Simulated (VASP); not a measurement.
# Zn2Ga2O3 (P-3m1) in VASP: further runs

The runs below take Zn2Ga2O3 through single point, relaxation of cell and atoms, with PBE.

Everything below comes from runs of VASP 6.6.1. Logs are shortened: lines on timing, memory, paths and dates and some standing lists are left out, and cuts for length are marked.

## Step 1: The crystal as given

It takes space group P-3m1 (No. 164, trigonal). Conventional cell: a = 2.980 Å, b = 2.980 Å, c = 13.776 Å, α = 90.00°, β = 90.00°, γ = 120.00°. Around Zn (site symmetry 3m) lie 9 Zn at 2.89 to 2.98 Å. Ga (site symmetry 3m) has 3 O at 1.89 Å as nearest neighbours. O (site symmetry 3m) has 3 Ga at 1.89 Å as nearest neighbours. O (site symmetry -3m) has 6 Ga at 2.23 Å as nearest neighbours.

The cell was built by a generator and needn't be a form met in nature.

## Step 2: Single point, PBE

INCAR reads:

```
  ALGO = Fast
  EDIFF = 1E-5
  ENCUT = 520
  GGA = PE
  ISIF = 2
  ISMEAR = 0
  KPAR = 4
  LASPH = T
  LCHARG = F
  LREAL = Auto
  LWAVE = F
  NBANDS = 81
  NELM = 80
  PREC = Normal
  SIGMA = 0.15
```

KPOINTS reads:

```
k-points
0
Gamma
  5 5 2
```

POSCAR reads:

```
Zn2Ga2O3
1.0
    5.9601040000      0.0000000000      0.0000000000
   -1.4900260000      2.5808000000      0.0000000000
    0.0000000000      0.0000000000     13.7759400000
Zn Ga O
4 4 6
Direct
    0.1666665000      0.6666670000      0.4157070000
    0.6666665000      0.6666670000      0.4157070000
    0.3333335000      0.3333330000      0.5842930000
    0.8333335000      0.3333330000      0.5842930000
    0.1666665000      0.6666670000      0.1034280000
    0.6666665000      0.6666670000      0.1034280000
    0.3333335000      0.3333330000      0.8965720000
    0.8333335000      0.3333330000      0.8965720000
    0.3333335000      0.3333330000      0.1603190000
    0.8333335000      0.3333330000      0.1603190000
    0.1666665000      0.6666670000      0.8396810000
    0.6666665000      0.6666670000      0.8396810000
    0.0000000000      0.0000000000      0.0000000000
    0.5000000000      0.0000000000      0.0000000000
```

Potentials or basis: VASP PAW PBE potentials, release 64 (Zn, Ga_d, O).

Launch:

```bash
$ cat potpaw_PBE.64/Zn/POTCAR potpaw_PBE.64/Ga_d/POTCAR potpaw_PBE.64/O/POTCAR > POTCAR
$ mpirun -np 4 vasp_std > vasp.out
```

OUTCAR:

```text
EDIFF = 1E-5
   ENCUT = 520
   GGA = PE
   ISIF = 2
   ISMEAR = 0
   LASPH = T
   LREAL = Auto
   NELM = 80
   PREC = Normal

 ion  position               nearest neighbor table
   1  0.167  0.667  0.416-   3 2.89   4 2.89   3 2.89   2 2.98   2 2.98   2 2.98   2 2.98
   2  0.667  0.667  0.416-   4 2.89   3 2.89   4 2.89   1 2.98   1 2.98   1 2.98   1 2.98
   3  0.333  0.333  0.584-   1 2.89   2 2.89   1 2.89   4 2.98   4 2.98   4 2.98   4 2.98
   4  0.833  0.333  0.584-   2 2.89   1 2.89   2 2.89   3 2.98   3 2.98   3 2.98   3 2.98
   5  0.167  0.667  0.103-   9 1.89  10 1.89   9 1.89  13 2.23  13 2.23  14 2.23
   6  0.667  0.667  0.103-  10 1.89   9 1.89  10 1.89  14 2.23  14 2.23  13 2.23
   7  0.333  0.333  0.897-  11 1.89  12 1.89  11 1.89  14 2.23  14 2.23  13 2.23
   8  0.833  0.333  0.897-  12 1.89  11 1.89  12 1.89  13 2.23  13 2.23  14 2.23
   9  0.333  0.333  0.160-   5 1.89   6 1.89   5 1.89
  10  0.833  0.333  0.160-   6 1.89   5 1.89   6 1.89
  11  0.167  0.667  0.840-   7 1.89   8 1.89   7 1.89
  12  0.667  0.667  0.840-   8 1.89   7 1.89   8 1.89
  13  0.000  0.000  0.000-   5 2.23   8 2.23   5 2.23   8 2.23   6 2.23   7 2.23
  14  0.500  0.000  0.000-   6 2.23   7 2.23   6 2.23   7 2.23   8 2.23   5 2.23

  Warning from LATTYP: Monoclinic adjustment (A1->A3, A2->A1, A3->A2)!
  LATTYP: Found a simple orthorhombic cell.
 ALAT       =     2.9800513621
 B/A-ratio  =     1.7320510547
 C/A-ratio  =     4.6227189824

  Lattice vectors:

 A1 = (   1.4900260000,  -2.5808000000,   0.0000000000)
 A2 = (   4.4700780000,   2.5808000000,   0.0000000000)
 A3 = (   0.0000000000,   0.0000000000,  13.7759400000)

Analysis of symmetry for initial positions (statically):
=====================================================================
 Subroutine PRICEL returns following result:

  LATTYP: Found a hexagonal cell.
 ALAT       =     2.9800520000
 C/A-ratio  =     4.6227179928

  Lattice vectors:

 A1 = (   2.9800520000,   0.0000000000,   0.0000000000)
 A2 = (  -1.4900260000,   2.5808000000,   0.0000000000)
 A3 = (   0.0000000000,   0.0000000000,  13.7759400000)

   2 primitive cells build up your supercell.

 Routine SETGRP: Setting up the symmetry group for a
 simple orthorhombic supercell.

 Subroutine GETGRP returns: Found  4 space group operations
 (whereof  4 operations were pure point group operations)
 out of a pool of  8 trial point group operations.

The static configuration has the point symmetry C_2h.

Analysis of symmetry for dynamics (positions and initial velocities):
=====================================================================
 Subroutine PRICEL returns following result:

  LATTYP: Found a hexagonal cell.
 ALAT       =     2.9800520000
 C/A-ratio  =     4.6227179928

  Lattice vectors:

 A1 = (   2.9800520000,   0.0000000000,   0.0000000000)
 A2 = (  -1.4900260000,   2.5808000000,   0.0000000000)
 A3 = (   0.0000000000,   0.0000000000,  13.7759400000)

   2 primitive cells build up your supercell.

 Routine SETGRP: Setting up the symmetry group for a
 simple orthorhombic supercell.

 Subroutine GETGRP returns: Found  4 space group operations
 (whereof  4 operations were pure point group operations)
 out of a pool of  8 trial point group operations.

The dynamic configuration has the point symmetry C_2h.

 Subroutine INISYM returns: Found  4 space group operations
 (whereof  4 operations are pure point group operations),
 and found     2 'primitive' translations

----------------------------------------------------------------------------------------

                                     Primitive cell

  volume of cell :     105.9496

  direct lattice vectors                    reciprocal lattice vectors
     2.980052000  0.000000000  0.000000000     0.335564614  0.193738376  0.000000000
    -1.490026000  2.580800000  0.000000000     0.000000000  0.387476751  0.000000000
     0.000000000  0.000000000 13.775940000     0.000000000  0.000000000  0.072590328

  length of vectors
     2.980052000  2.980051362 13.775940000     0.387476668  0.387476751  0.072590328

[... 25 lines left out ...]
 generate k-points for:    5    5    2

 Generating k-lattice:

  Cartesian coordinates                     Fractional coordinates (reciprocal lattice)
     0.033556461  0.019373838  0.000000000     0.200000000 -0.000000000  0.000000000
     0.000000000  0.077495350  0.000000000     0.000000000  0.200000000  0.000000000
     0.000000000  0.000000000  0.036295164     0.000000000  0.000000000  0.500000000

  Length of vectors
     0.038747667  0.077495350  0.036295164

  Shift w.r.t. Gamma in fractional coordinates (k-lattice)
     0.000000000  0.000000000  0.000000000

 Subroutine IBZKPT returns following result:
 ===========================================

 Found     18 irreducible k-points:

 Following reciprocal coordinates:
            Coordinates               Weight
  0.000000  0.000000  0.000000      1.000000
  0.200000 -0.000000  0.000000      2.000000
  0.400000 -0.000000  0.000000      2.000000
  0.000000  0.200000  0.000000      4.000000
  0.200000  0.200000  0.000000      4.000000
 -0.200000  0.200000  0.000000      2.000000
[... 10 lines left out ...]
  0.400000  0.400000  0.500000      4.000000
 -0.400000  0.400000  0.500000      2.000000
   k-points           NKPTS =     18   k-points in BZ     NKDIM =     18   number of bands    NBANDS=     81
   number of dos      NEDOS =    301   number of ions     NIONS =     14
   total plane-waves  NPLWV =  51840
   dimension x,y,z NGX =    36 NGY =   18 NGZ =   80
   dimension x,y,z NGXF=    72 NGYF=   36 NGZF=  160
   ions per type =               4   4   6
   NGX,Y,Z   is equivalent  to a cutoff of  10.04, 10.04,  9.65 a.u.
   NGXF,Y,Z  is equivalent  to a cutoff of  20.08, 20.08, 19.31 a.u.
 SYSTEM =  unknown system
   PREC   = normal    normal or accurate (medium, high low for compatibility)
   ISTART =      0    job   : 0-new  1-cont  2-samecut
   ICHARG =      2    charge: 1-file 2-atom 10-const
   ISPIN  =      1    spin polarized calculation?
   LNONCOLLINEAR =      F non collinear calculations
   LSORBIT =      F    spin-orbit coupling
   LASPH  =      T    aspherical Exc in radial PAW
   ENCUT  =  520.0 eV  38.22 Ry    6.18 a.u.  11.08  5.54 25.61*2*pi/ulx,y,z
   NELM   =     80;   NELMIN=  2; NELMDL= -5     # of ELM steps
   EDIFF  = 0.1E-04   stopping-criterion for ELM
   LREAL  =      T    real-space projection
   EDIFFG = 0.1E-03   stopping-criterion for IOM
   NSW    =      0    number of steps for IOM
   IBRION =     -1    ionic relax: 0-MD 1-quasi-New 2-CG
   NFREE  =      0    steps in history (QN), initial steepest desc. (CG)
   ISIF   =      2    stress and relaxation
   ISYM   =      2    0-nonsym 1-usesym 2-fastsym
   POTIM  = 0.5000    time-step for ionic-motion
   TEBEG  =    0.0;   TEEND  =   0.0 temperature during run
   PSTRESS=    0.0 pullay stress
   NELECT =     136.0000    total number of electrons
   NUPDOWN=      -1.0000    fix difference up-down
   EMIN   =  10.00;   EMAX   =-10.00  energy-range for DOS
   EFERMI =   0.00;   METHOD = LEGACY
   ISMEAR =     0;   SIGMA  =   0.15  broadening in eV -4-tet -1-fermi 0-gaus
   EFERMI_NEDOS =   21; number of points for ismear=-14 and -15
   IALGO  =     68    algorithm
   IMIX   =      4    mixing-type and parameters
     AMIX     =   0.40;   BMIX     =  1.00
     AMIX_MAG =   1.60;   BMIX_MAG =  1.00
  volume/ion in A,a.u.               =      15.14       102.14
  Fermi-wavevector in a.u.,A,eV,Ry     =   1.412141  2.668559 27.131943  1.994142
  Thomas-Fermi vector in A             =   2.533920
   LORBIT       =      0    0 simple, 1 ext, 2 COOP (PROOUT), +10 PAW based schemes
   GGA     = PE    functional components
   LHFCALC =     F    Hartree Fock is set to
   AEXX    =    0.0000 exact exchange contribution
   IVDW    =     0    specifies the selected vdW correction
   LEPSILON=     F    determine dielectric tensor
   LRPA    =     F    only Hartree local field effects (RPA)
 non-spin polarized calculation
 RMM-DIIS sequential band-by-band and
 Gauss-broadening in eV      SIGMA  =   0.15
  energy-cutoff  :      520.00
  volume of cell :      211.90
 maximum number of plane-waves:      5756
   NGX = 23   NGY = 11   NGZ = 51

 number of electron     136.0000222 magnetization

 Free energy of the ion-electron system (eV)
  ---------------------------------------------------
  ext. energy  EPLUGINS =         0.00000000
  ---------------------------------------------------
  free energy    TOTEN  =       -61.05566122 eV

  energy without entropy =      -61.03833045  energy(sigma->0) =      -61.04699584

 E-fermi :   3.4230     XC(G=0): -10.0487

 val. band max:        3.3336803704   @ k =   0.0000   0.2000   0.0000
 cond. band min:       3.4967047367   @ k =   0.2000  -0.0000   0.5000
 fundamental gap:      0.1630243664
 Fermi energy:         3.4229679418

 k-point     1 :       0.0000    0.0000    0.0000
  band No.  band energies     occupation
      1     -18.6227      2.00000
      2     -17.9506      2.00000
      3     -17.2658      2.00000
      4     -17.2569      2.00000
      5     -16.7617      2.00000
      6     -16.7257      2.00000
[... 1483 lines left out ...]
     79       8.6329      0.00000
     80       9.5739      0.00000
 [bands above 80 left out]

------------------------ aborting loop because EDIFF is reached ----------------------------------------

  FORCE on cell =-STRESS in cart. coord.  units (eV):
  Direction    XX          YY          ZZ          XY          YZ          ZX
  --------------------------------------------------------------------------------------
  -------------------------------------------------------------------------------------
  Total        0.0537144      1.1593634     -1.3640583     -0.9575205      0.0102234      0.0177075
  in kB        0.4061362      8.7659856    -10.3136903     -7.2398442      0.0772994      0.1338873
  external PRESSURE =      -0.3805228 kB  Pullay stress =       0.0000000 kB

 VOLUME and BASIS-vectors are now :
 -----------------------------------------------------------------------------
  energy-cutoff  :      520.00
  volume of cell :      211.90
      direct lattice vectors                 reciprocal lattice vectors
     5.960104000  0.000000000  0.000000000     0.167782307  0.096869188  0.000000000
    -1.490026000  2.580800000  0.000000000     0.000000000  0.387476751  0.000000000
     0.000000000  0.000000000 13.775940000     0.000000000  0.000000000  0.072590328

 POSITION                                       TOTAL-FORCE (eV/Angst)
 -----------------------------------------------------------------------------------
     -0.00000      1.72053      5.72675        -0.005957     -0.003439      0.291103
      2.98005      1.72053      5.72675        -0.005957     -0.003439      0.291103
      1.49003      0.86027      8.04919         0.005957      0.003439     -0.291103
      4.47008      0.86027      8.04919         0.005957      0.003439     -0.291103
     -0.00000      1.72053      1.42482        -0.001522     -0.000879     -0.008826
      2.98005      1.72053      1.42482        -0.001522     -0.000879     -0.008826
      1.49003      0.86027     12.35112         0.001522      0.000879      0.008826
      4.47008      0.86027     12.35112         0.001522      0.000879      0.008826
      1.49003      0.86027      2.20854         0.000465      0.000269     -0.024689
      4.47008      0.86027      2.20854         0.000465      0.000269     -0.024689
     -0.00000      1.72053     11.56740        -0.000465     -0.000269      0.024689
      2.98005      1.72053     11.56740        -0.000465     -0.000269      0.024689
      0.00000      0.00000      0.00000        -0.000000     -0.000000     -0.000000
      2.98005      0.00000      0.00000        -0.000000     -0.000000      0.000000
 -----------------------------------------------------------------------------------
    total drift:                                0.000000     -0.000000     -0.000000

  FREE ENERGIE OF THE ION-ELECTRON SYSTEM (eV)
  ---------------------------------------------------
  free  energy   TOTEN  =       -61.0556612232 eV

  energy  without entropy=      -61.0383304503  energy(sigma->0) =      -61.04699584
```

It took 35 s on 4 MPI ranks of Intel Xeon 6975P-C (Granite Rapids), shared host; peak memory 0.33 GiB.

What came out:

- Free energy: -61.0557 eV
- Pressure: 0.0 GPa
- Largest force: 0.291 eV/Å
- Band gap on the k mesh: none (metal or under the smearing width)

Forces on the atoms (eV/Å):
```
Zn  -0.006 -0.003  0.291
Zn  -0.006 -0.003  0.291
Zn   0.006  0.003 -0.291
Zn   0.006  0.003 -0.291
Ga  -0.002 -0.001 -0.009
Ga  -0.002 -0.001 -0.009
Ga   0.002  0.001  0.009
Ga   0.002  0.001  0.009
O    0.000  0.000 -0.025
O    0.000  0.000 -0.025
O    0.000  0.000  0.025
O    0.000  0.000  0.025
O    0.000  0.000  0.000
O    0.000  0.000  0.000
```

Caveat: the k mesh is coarse (spacing up to 0.49 Å⁻¹), so the values aren't converged.

## Step 3: Relaxation of cell and atoms, PBE

This run uses another cell than the first one, of 14.63 Å³/atom, 0.967 times its volume.

INCAR reads:

```
SYSTEM = Zn2Ga2O3
PREC     = Normal         ! precision mode
ENCUT    = 520            ! plane-wave cutoff, eV
EDIFF    = 1E-5           ! SCF threshold, eV
ISMEAR   = 0              ! smearing method
SIGMA    = 0.15           ! smearing width, eV
LREAL    = Auto         
LASPH    = .TRUE.         ! aspherical terms in the spheres
NELM     = 80             ! most SCF steps
ALGO     = Fast           ! electronic algorithm
ISIF     = 3              ! what is computed and relaxed
LWAVE    = .FALSE.        ! write WAVECAR
LCHARG   = .FALSE.        ! write CHGCAR
GGA      = PE             ! functional
IBRION   = 2              ! ionic algorithm
NSW      = 110            ! ionic steps
EDIFFG   = -0.03          ! ionic threshold
ISYM     = 0            
KPAR     = 4
```

KPOINTS reads:

```
regular mesh
0
G
  5 5 2
  0 0 0
```

POSCAR reads:

```
Zn2Ga2O3
1.0
    5.9081033200     -0.0038221700     -0.0349659800
   -1.4786808800      2.5951030200     -0.0136878400
   -0.0808189400     -0.1197245600     13.3646832900
Zn Ga O
4 4 6
Direct
    0.1985048400      0.6753856100      0.4071758400
    0.6868243800      0.7031202800      0.4134413500
    0.3503233700      0.3541972100      0.5760345500
    0.8444295600      0.4111639700      0.5916806700
    0.2061323500      0.7216445800      0.0963694600
    0.6597580100      0.6917132800      0.1090593800
    0.3637030300      0.4480398400      0.8947511300
    0.8105440500      0.2721482000      0.8953564600
    0.3641414500      0.3837664200      0.1635753000
    0.8780085200      0.3544545000      0.1618870900
    0.1814523100      0.6958799300      0.8373235400
    0.6773631400      0.6682725400      0.8387122000
    0.9849218500      0.0088824900      0.9921477800
    0.5075795200      0.0318522800      0.9999381800
```

Potentials or basis: VASP PAW PBE potentials, release 64 (Zn, Ga_d, O).

Launch:

```bash
$ cat potpaw_PBE.64/Zn/POTCAR potpaw_PBE.64/Ga_d/POTCAR potpaw_PBE.64/O/POTCAR > POTCAR
$ mpirun -np 4 vasp_std > vasp.out
```

Run time: 30 min. Hardware: 4 MPI ranks of Intel Xeon 6975P-C (Granite Rapids), shared host; peak memory 0.41 GiB.

Results (log left out):

```
Free energy                            : -61.1360 eV
Relaxed volume                         : 15.24 Å³/atom
Relaxed cell                           : a = 5.946 Å, b = 3.033 Å, c = 13.687 Å, α = 90.07°, β = 90.53°, γ = 120.19°
Space group after relaxing (to 0.05 Å) : P1 (No. 1)
Energy gained by relaxing              : 160.1 meV/atom
Ionic steps                            : 96
Pressure after relaxing                : 0.0 GPa
Largest force after relaxing           : 0.029 eV/Å
Band gap on the k mesh                 : none (metal or under the smearing width)
```

Forces on the atoms (eV/Å):
```
Zn   0.005  0.001 -0.006
Zn   0.003  0.005 -0.008
Zn   0.002 -0.002  0.007
Zn  -0.001  0.000  0.003
Ga  -0.005 -0.014  0.010
Ga   0.010 -0.013  0.013
Ga  -0.011  0.004 -0.023
Ga  -0.009  0.000 -0.011
O   -0.009  0.012  0.002
O    0.015 -0.002  0.005
O   -0.013 -0.015  0.006
O   -0.009 -0.009 -0.003
O    0.010  0.008  0.003
O    0.013  0.026  0.002
```

The path:
| step | energy change (eV) | largest force (eV/Å) | pressure (GPa) | volume (Å³) |
| --- | --- | --- | --- | --- |
| 1 | 0.0000 | 6.8257 | 5.55 | 204.81 |
| 4 | -2.0294 | 0.8165 | -0.01 | 209.14 |
| 7 | -2.1041 | 0.5873 | 0.27 | 208.31 |
| 10 | -2.1853 | 0.2147 | 0.04 | 208.47 |
| 13 | -2.1967 | 0.1993 | 0.01 | 208.66 |
| 16 | -2.2097 | 0.0813 | 0.12 | 208.94 |
| 19 | -2.2137 | 0.1149 | 0.01 | 209.42 |
| 22 | -2.2155 | 0.0983 | 0.05 | 209.68 |
| 25 | -2.2173 | 0.0929 | -0.05 | 210.09 |
| 28 | -2.2185 | 0.0650 | -0.11 | 210.54 |
| 31 | -2.2194 | 0.0586 | -0.15 | 211.06 |
| 34 | -2.2202 | 0.0433 | 0.09 | 210.80 |
| 37 | -2.2212 | 0.0606 | 0.09 | 211.04 |
| 40 | -2.2227 | 0.0551 | -0.01 | 211.44 |
| 43 | -2.2243 | 0.0487 | 0.06 | 211.66 |
| 46 | -2.2254 | 0.0471 | -0.04 | 211.93 |
| 49 | -2.2265 | 0.0449 | 0.01 | 212.16 |
| 52 | -2.2280 | 0.0350 | 0.02 | 212.41 |
| 55 | -2.2293 | 0.0641 | -0.07 | 212.74 |
| 58 | -2.2296 | 0.0766 | -0.07 | 212.90 |
| 61 | -2.2308 | 0.0827 | -0.02 | 213.08 |
| 64 | -2.2316 | 0.1038 | 0.02 | 213.25 |
| 67 | -2.2334 | 0.0740 | 0.09 | 213.42 |
| 70 | -2.2344 | 0.0545 | 0.07 | 213.82 |
| 73 | -2.2344 | 0.0613 | -0.07 | 213.86 |
| 76 | -2.2365 | 0.0622 | -0.04 | 213.78 |
| 79 | -2.2376 | 0.0379 | 0.13 | 213.41 |
| 82 | -2.2380 | 0.0864 | 0.03 | 213.51 |
| 85 | -2.2389 | 0.0689 | -0.05 | 213.67 |
| 88 | -2.2392 | 0.0945 | -0.22 | 214.05 |
| 91 | -2.2400 | 0.0623 | -0.12 | 213.86 |
| 94 | -2.2406 | 0.0325 | -0.01 | 213.52 |
| 96 | -2.2410 | 0.0292 | 0.05 | 213.35 |

Final structure:
```xyz
14
Lattice="5.9460 -0.0447 -0.0267 -1.5057 2.6330 -0.0020 -0.0645 -0.0463 13.6871" Properties=species:S:1:pos:R:3 pbc="T T T"
Zn   -0.0045    1.8291    5.7212
Zn    2.9746    1.7799    5.7131
Zn    1.5207    0.9603    7.9010
Zn    4.5051    0.9294    7.8817
Ga    0.1089    1.7978    1.3933
Ga    2.9891    1.9469    1.4049
Ga    1.3983    0.8995   12.2431
Ga    4.4532    0.7318   12.1882
O     1.5925    0.9000    2.1630
O     4.4712    1.0452    2.1591
O    -0.0858    1.8019   11.4629
O     2.9668    1.6264   11.4438
O    -0.1674    0.2005   13.6787
O     1.5095    2.4199   13.6396
```

Levels at points of the mesh, in eV from the Fermi level:
```tsv
k point	band 65	band 66	band 67	band 68	band 69	band 70	band 71	band 72
(0.00, 0.00, 0.00)	-3.71	-3.58	-2.02	-1.87	-1.00	0.38	1.25	1.36
(0.00, 0.00, 0.50)	-3.84	-3.71	-2.03	-1.87	-0.51	-0.21	1.23	1.27
```

Caveat: the k mesh is coarse (spacing up to 0.48 Å⁻¹), so the values aren't converged.
